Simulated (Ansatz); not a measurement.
Start of a relaxation of CuO:

```cif
data_structure
_symmetry_space_group_name_H-M 'P 1'
_symmetry_Int_Tables_number 1
_cell_length_a 2.4503
_cell_length_b 2.4503
_cell_length_c 4.4433
_cell_angle_alpha 90.000
_cell_angle_beta 90.000
_cell_angle_gamma 90.000
_cell_volume 26.68
loop_
_atom_site_label
_atom_site_type_symbol
_atom_site_fract_x
_atom_site_fract_y
_atom_site_fract_z
_atom_site_occupancy
Cu1 Cu 0.50000 0.50000 0.50000 1
O1 O 0.00000 0.00000 0.00000 1
```

These are results of DFT PBE, scalar-relativistic, plane waves, PAW in Ansatz, not measurements. Cutoff 420 eV, Gaussian smearing, Γ-centred meshes. Cell and atoms relax first on a coarse mesh and then on a finer one. In between, the cell is made exact in the group found at 0.06 Å. In metals the finer mesh still leaves noise of several meV/atom or more. The steps can't lower the symmetry of their start. Collinear spin, starting moments Cu 1.0 μB.

A guess keeps its type if space group and coordination stay and the shape of the cell changes little (axis ratios within about 15 %, angles within 6°); the volume may change.

Question: Will the relaxed cell still be of the starting type?

Answer: It doesn't keep its type. The symmetry goes from P4/mmm (No. 123) to Pm-3m (No. 221). The end has the caesium chloride type. The volume per atom shrinks by 30.6 %, from 13.3 to 9.3 Å³. The shortest distance goes from 2.45 Å (Cu–Cu and O–O) to 2.29 Å (Cu–O). Counting neighbours within 15 % of an atom's shortest distance, the start has Cu 12, O 12 and the end Cu 8, O 8. In detail, at the end Cu has 8 O at 2.29 Å and 6 Cu at 2.65 Å; O is surrounded by 8 Cu at 2.29 Å and 6 O at 2.65 Å.

```
CELL_PARAMETERS angstrom
2.64605 0.00000 0.00000
0.00000 2.64605 0.00000
0.00000 0.00000 2.64605
ATOMIC_POSITIONS crystal
Cu 0.50000 0.50000 0.50000
O 0.00000 0.00000 0.00000
```

Formation energies are uncorrected and refer to the elements' standard structures at the same level (O₂ as a molecule).

Question: At what energy does it end?

Answer: +0.05 eV/atom. It can't be a ground state, since the elements alone are lower.

The last run used collinear spin, a 20×20×20 mesh for its 2-atom cell and Gaussian smearing of 0.10 eV. In such compounds of Cu a zero gap at this level may well be an artefact, since no Hubbard U is applied. The magnetic state reached may not be the lowest. Symmetry constrained the relaxation, so the result can be a saddle point. Another cell of CuO relaxed alike but without spin, in Fm-3m, lies 0.44 eV/atom lower, so this cell isn't the stable form at this level.
